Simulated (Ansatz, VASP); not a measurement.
Given: the input of a run of Ansatz 0.2.0 on AlP.

File input.yaml:

```yaml
crystal:
  lattice:
    - [0.0, 2.6698619393, 2.6698619393]
    - [2.6698619393, 0.0, 2.6698619393]
    - [2.6698619393, 2.6698619393, 0.0]
  atoms:
    - { symbol: P, position: [0.75, 0.75, 0.75] }
    - { symbol: Al, position: [0.0, 0.0, 0.0] }
hamiltonian:
  xc: pbe
  pseudopotentials: { kind: paw }
kpoints:
  mp_grid: { grid: [8, 8, 8] }
scf:
  occupations: { method: fermi_dirac, width: 0.05 }
output:
  forces: true
  stress: true
  eigenvalues: true
```

Potentials or basis: Ansatz PAW.

Launch:

```bash
$ ansatz run input.yaml --threads 1 --pin off --max-ram 3584MiB --backend cpu --events-out ev --progress --plain --runs-dir out
```

Task: Translate it to VASP 6.6.1. Potentials there: VASP PAW PBE potentials, release 64 (P, Al).

Result: As run (the cutoff follows the program's own potentials):

File INCAR:

```
  PREC = Accurate
  ENCUT = 520
  EDIFF = 1E-7
  ISMEAR = -1
  SIGMA = 0.05
  LREAL = F
  LASPH = T
  NELM = 100
  ALGO = Normal
  ISIF = 2
  LWAVE = F
  LCHARG = F
  GGA = PE
  NBANDS = 11
```

The input KPOINTS:

```
regular mesh
0
Gamma
  8 8 8
```

Contents of POSCAR:

```
AlP
1.0
    0.0000000000      2.6698619393      2.6698619393
    2.6698619393      0.0000000000      2.6698619393
    2.6698619393      2.6698619393      0.0000000000
P Al
1 1
Direct
    0.7500000000      0.7500000000      0.7500000000
    0.0000000000      0.0000000000      0.0000000000
```

Potentials or basis: VASP PAW PBE potentials, release 64 (P, Al).

The run is started by

```console
$ cat potpaw_PBE.64/P/POTCAR potpaw_PBE.64/Al/POTCAR > POTCAR
$ mpirun -np 1 vasp_std > vasp.out
```

Both were run:

|  | VASP | Ansatz | Ansatz less VASP |
| --- | --- | --- | --- |
| gap on the k mesh at the Fermi level (eV) | 1.44 | 1.44 | +0.003 |
| least direct gap on the mesh (eV) | 3.68 | 3.68 | -0.001 |
| pressure (GPa) | 9.2 | 9.3 | +0.12 |

A k mesh can miss the band edges.
